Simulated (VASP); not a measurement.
# AlFe (Pm-3m) in VASP: single point with PBE

Aim: the single point of AlFe with PBE.

Everything below comes from runs of VASP 6.6.1. Logs are shortened: lines on timing, memory, paths and dates and some standing lists are left out, and cuts for length are marked.

### Step 1. Starting point

The structure is cubic, space group Pm-3m (No. 221). Conventional cell: a = 2.846 Å, b = 2.846 Å, c = 2.846 Å, α = 90.00°, β = 90.00°, γ = 90.00°. Al (site symmetry m-3m) is surrounded by 8 Fe at 2.46 Å. Fe (site symmetry m-3m) has 8 Al at 2.46 Å as nearest neighbours.

The cell comes from a database or a generator and needn't be the stable form of this composition.

### Step 2. Single point, PBE, collinear spin, typed start

File INCAR:

```
  PREC = Accurate
  ENCUT = 520
  EDIFF = 1E-6
  ISMEAR = 0
  SIGMA = 0.1
  LREAL = False
  LASPH = True
  NELM = 150
  ALGO = Fast
  ISIF = 2
  LWAVE = False
  LCHARG = True
  ISPIN = 2
  MAGMOM = 0 4
  LORBIT = 11
  LMAXMIX = 4
  GGA = PE
  LELF = True
  LVHAR = True
  NBANDS = 16
```

File KPOINTS:

```
Automatic mesh
0
Gamma
  6 6 6
```

File POSCAR:

```
AlFe
1.0
    2.8455059500      0.0000000000      0.0000000000
    0.0000000000      2.8455059500      0.0000000000
    0.0000000000      0.0000000000      2.8455059500
Al Fe
1 1
Direct
    0.0000000000      0.0000000000      0.0000000000
    0.5000000000      0.5000000000      0.5000000000
```

Potentials or basis: VASP PAW PBE potentials, release 64 (Al, Fe).

Started as:

```
$ cat potpaw_PBE.64/Al/POTCAR potpaw_PBE.64/Fe/POTCAR > POTCAR
$ mpirun -np 1 vasp_std > vasp.out
```

OUTCAR:

```text
PREC = Accurate
   ENCUT = 520
   EDIFF = 1E-6
   ISMEAR = 0
   LREAL = False
   LASPH = True
   NELM = 150
   ISIF = 2
   ISPIN = 2
   LORBIT = 11
   GGA = PE

 ion  position               nearest neighbor table
   1  0.000  0.000  0.000-   2 2.46   2 2.46   2 2.46   2 2.46   2 2.46   2 2.46   2 2.46   2 2.46

   2  0.500  0.500  0.500-   1 2.46   1 2.46   1 2.46   1 2.46   1 2.46   1 2.46   1 2.46   1 2.46

  LATTYP: Found a simple cubic cell.
 ALAT       =     2.8455059500

  Lattice vectors:

 A1 = (   2.8455059500,   0.0000000000,   0.0000000000)
 A2 = (   0.0000000000,   2.8455059500,   0.0000000000)
 A3 = (   0.0000000000,   0.0000000000,   2.8455059500)

Analysis of symmetry for initial positions (statically):
=====================================================================
 Subroutine PRICEL returns:
 Original cell was already a primitive cell.

 Routine SETGRP: Setting up the symmetry group for a
 simple cubic supercell.

 Subroutine GETGRP returns: Found 48 space group operations
 (whereof 48 operations were pure point group operations)
 out of a pool of 48 trial point group operations.

The static configuration has the point symmetry O_h .

Analysis of symmetry for dynamics (positions and initial velocities):
=====================================================================
 Subroutine PRICEL returns:
 Original cell was already a primitive cell.

 Routine SETGRP: Setting up the symmetry group for a
 simple cubic supercell.

 Subroutine GETGRP returns: Found 48 space group operations
 (whereof 48 operations were pure point group operations)
 out of a pool of 48 trial point group operations.

The dynamic configuration has the point symmetry O_h .

Analysis of structural, dynamic, and magnetic symmetry:
=====================================================================
 Subroutine PRICEL returns:
 Original cell was already a primitive cell.

 Routine SETGRP: Setting up the symmetry group for a
 simple cubic supercell.

 Subroutine GETGRP returns: Found 48 space group operations
 (whereof 48 operations were pure point group operations)
 out of a pool of 48 trial point group operations.

The overall configuration has the point symmetry O_h .

 Subroutine INISYM returns: Found 48 space group operations
 (whereof 48 operations are pure point group operations),
 and found     1 'primitive' translations

----------------------------------------------------------------------------------------

[... 116 lines left out ...]
   LEPSILON=     F    determine dielectric tensor
   LRPA    =     F    only Hartree local field effects (RPA)
 spin polarized calculation
 RMM-DIIS sequential band-by-band and
 Gauss-broadening in eV      SIGMA  =   0.10
  energy-cutoff  :      520.00
  volume of cell :       23.04
 maximum number of plane-waves:       632
 NGX is ok and might be reduce to    24
   NGX = 11   NGY = 11   NGZ = 11

 number of electron      11.0000003 magnetization       0.7064459

 Free energy of the ion-electron system (eV)
  ---------------------------------------------------
  ext. energy  EPLUGINS =         0.00000000
  ---------------------------------------------------
  free energy    TOTEN  =       -12.65187162 eV

  energy without entropy =      -12.64237131  energy(sigma->0) =      -12.64712147

 E-fermi :   8.2629     XC(G=0): -12.2923

 val. band max:        8.2434437916   @ k =   0.5000   0.5000   0.1667
 cond. band min:       8.2798723780   @ k =   0.3333   0.1667   0.1667
 fundamental gap:      0.0364285864
 Fermi energy:         8.2629384223

 spin component 1

 k-point     1 :       0.0000    0.0000    0.0000
  band No.  band energies     occupation
      1      -2.2525      1.00000
      2       5.7428      1.00000
      3       5.7428      1.00000
      4       7.9113      1.00000
      5       7.9113      1.00000
      6       7.9113      1.00000
[... 356 lines left out ...]
      2       4.5746      1.00000
      3       4.5746      1.00000
      4       8.8886      0.00000
      5       8.8886      0.00000
      6      11.3425      0.00000
[... 8 lines left out ...]
     15      36.8648      0.00000
     16      40.9596      0.00000
 Fermi energy:         8.2629384223

 spin component 2

 k-point     1 :       0.0000    0.0000    0.0000
  band No.  band energies     occupation
      1      -2.2326      1.00000
      2       6.0432      1.00000
      3       6.0432      1.00000
      4       8.7955      0.00000
      5       8.7955      0.00000
      6       8.7955      0.00000
[... 357 lines left out ...]
      3       5.0185      1.00000
      4       9.3435      0.00000
      5       9.3435      0.00000
      6      11.4151      0.00000
[... 8 lines left out ...]
     15      36.7624      0.00000
     16      40.9382      0.00000

------------------------ aborting loop because EDIFF is reached ----------------------------------------

  FORCE on cell =-STRESS in cart. coord.  units (eV):
  Direction    XX          YY          ZZ          XY          YZ          ZX
  --------------------------------------------------------------------------------------
  -------------------------------------------------------------------------------------
  Total        0.8234626      0.8234626      0.8234626     -0.0000000     -0.0000000      0.0000000
  in kB       57.2632471     57.2632471     57.2632471     -0.0000000     -0.0000000      0.0000000
  external PRESSURE =      57.2632471 kB  Pullay stress =       0.0000000 kB

 VOLUME and BASIS-vectors are now :
 -----------------------------------------------------------------------------
  energy-cutoff  :      520.00
  volume of cell :       23.04
      direct lattice vectors                 reciprocal lattice vectors
     2.845505950  0.000000000  0.000000000     0.351431351  0.000000000  0.000000000
     0.000000000  2.845505950  0.000000000     0.000000000  0.351431351  0.000000000
     0.000000000  0.000000000  2.845505950     0.000000000  0.000000000  0.351431351

 POSITION                                       TOTAL-FORCE (eV/Angst)
 -----------------------------------------------------------------------------------
      0.00000      0.00000      0.00000         0.000000      0.000000      0.000000
      1.42275      1.42275      1.42275         0.000000      0.000000      0.000000
 -----------------------------------------------------------------------------------
    total drift:                                0.000000     -0.000000     -0.000000

  FREE ENERGIE OF THE ION-ELECTRON SYSTEM (eV)
  ---------------------------------------------------
  free  energy   TOTEN  =       -12.6518716249 eV

  energy  without entropy=      -12.6423713097  energy(sigma->0) =      -12.64712147

 total charge

# of ion       s       p       d       tot
------------------------------------------
    1        0.404   0.449   0.000   0.853
    2        0.446   0.531   6.501   7.478
--------------------------------------------------
tot          0.850   0.980   6.501   8.331

 magnetization (x)

# of ion       s       p       d       tot
------------------------------------------
    1       -0.008  -0.013   0.000  -0.020
    2       -0.001   0.011   0.726   0.735
--------------------------------------------------
tot         -0.009  -0.002   0.726   0.715
```

stdout:

```text
POSCAR found type information on POSCAR AlFe
 POSCAR found :  2 types and       2 ions
 scaLAPACK will be used
 LDA part: xc-table for (Slater+PW92), standard interpolation
 POSCAR, INCAR and KPOINTS ok, starting setup
 FFT: planning ... GRIDC
 FFT: planning ... GRID_SOFT
 FFT: planning ... GRID
 WAVECAR not read
 entering main loop
```

It took 11 s on 1 thread of Intel Xeon Platinum 8488C (Sapphire Rapids), shared host; peak memory 0.15 GiB.

Results:

| Property | Result |
| --- | --- |
| Free energy | -12.6519 eV |
| Pressure | 5.7 GPa |
| Band gap on the k mesh | none (metal or under the smearing width) |
| Net moment | 0.71 μB per cell |
| Site moments | Al -0.02; Fe +0.73 μB |
| Valence electrons inside the program's atomic spheres | Al 0.85; Fe 7.48 |

Caveat: the k mesh is coarse (spacing up to 0.37 Å⁻¹), so the values aren't converged; the moment fell far below its start of 4 μB, so a state of higher moment may lie lower in energy.
